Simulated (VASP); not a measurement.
Write the native input for VASP 6.6.1 that does the following.

- Task: relaxation of the atoms
- Functional: PBEsol
- Potentials or basis: VASP PAW PBE potentials, release 64 (Cu, O)
- Cutoff: 600 eV
- k mesh: 6 × 6 × 6
- Occupations: gaussian, width 0.03 eV
- Spin: no spin polarisation
- Further INCAR settings: ALGO = Normal; EDIFF = 1e-07; IBRION = 2; EDIFFG = -0.01; NSW = 40

The structure of Cu2O (Cuprite) lies in POSCAR:

```
Cu2O                                    
1.0
    4.2868118507      0.0000000000      0.0000000000
    0.0000000000      4.2868118507      0.0000000000
    0.0000000000      0.0000000000      4.2868118507
  Cu              O             
     4     2
Direct
     0.2500000000000000    0.2500000000000000    0.2500000000000000
     0.2500000000000000    0.7500000000000000    0.7500000000000000
     0.7500000000000000    0.7500000000000000    0.2500000000000000
     0.7500000000000000    0.2500000000000000    0.7500000000000000
     0.0000000000000000    0.0000000000000000    0.0000000000000000
     0.5000000000000000    0.5000000000000000    0.5000000000000000
```

The cell isn't the ideal one: a relaxed cell with its volume scaled by 1.04.

The input as run:

INCAR

```
SYSTEM = Cu2O
PREC = Accurate ; ENCUT = 600
EDIFF = 1E-7 ; ISMEAR = 0
SIGMA = 0.03 ; LREAL = .False.
LASPH = .True. ; NELM = 80
ALGO = Normal ; ISIF = 2
LWAVE = .False. ; LCHARG = .False.
GGA = PS ; IBRION = 2
NSW = 40 ; EDIFFG = -0.01
KPAR = 2
```

KPOINTS

```
regular mesh
0
Gamma
  6 6 6
  0 0 0
```

Potentials or basis: VASP PAW PBE potentials, release 64 (Cu, O).

Launch:

```bash
$ cat potpaw_PBE.64/Cu/POTCAR potpaw_PBE.64/O/POTCAR > POTCAR
$ mpirun -np 2 vasp_std > vasp.out
```

Results of the run:

- Pressure after relaxing: -4.6 GPa
- Band gap on the k mesh: 0.46 eV, direct

Caveat: the relaxation stopped at its first step, so nothing moved; the PAW data sets were made with another functional, which shifts forces and pressure a little.

It took 18 s on 2 MPI ranks on Intel(R) Xeon(R) 6975P-C (Granite Rapids), on a shared host, peak memory 0.21 GiB a rank.
